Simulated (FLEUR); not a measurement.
Crystal: LiH.

```xyz
2
Lattice="0.0000 2.0368 2.0368 2.0368 0.0000 2.0368 2.0368 2.0368 0.0000" Properties=species:S:1:pos:R:3 pbc="T T T"
Li    0.0000    0.0000    0.0000
H     2.0368    2.0368    2.0368
```

| Item | Value |
| --- | --- |
| Program | FLEUR MaX-R8.1 (later development tree) |
| Task | single point |
| Functional | PBE |
| Potentials or basis | all-electron |
| Basis | FLAPW |
| Kmax | 3.8 1/bohr |
| k mesh | 11 × 11 × 11 |
| Occupations | fermi-dirac, width 0.05 eV |
| Spin | no spin polarisation |
| Gmax | 14 1/bohr |
| Muffin-tin radii | Li 1.95, H 1.5 bohr |
| lmax | Li 8, H 8 |
| Local orbitals a species | Li 3, H 2 |
| Max iterations | 60 |
| Mixing factor | 0.05 |
| Mixer | Anderson |
| Mixer history | 15 |
| Density convergence | 1e-05 me/bohr^3 |

On this cell: largest force zero by symmetry; band gap on the k mesh 3.20 eV, direct.

The same run follows on a disturbed copy (atoms moved at random, drawn with an rms of 0.05 Å):

```
Li H
1.0
     0.00000    2.03675    2.03675
     2.03675    0.00000    2.03675
     2.03675    2.03675    0.00000
Li H
1 1
Direct
  0.01223 0.99611 0.00039
  0.49669 0.49811 0.50465
```

Task: What does the disturbed cell give?

Result: The energy moves by +0.3 meV/atom; largest force 0.035 eV/Å; band gap on the k mesh 3.21 eV, direct.

Forces on the atoms (eV/Å):
```
Li   0.012 -0.021 -0.026
H   -0.012  0.021  0.025
```

Caveats: an odd mesh through Γ misses points on the zone boundary, where band edges often lie.
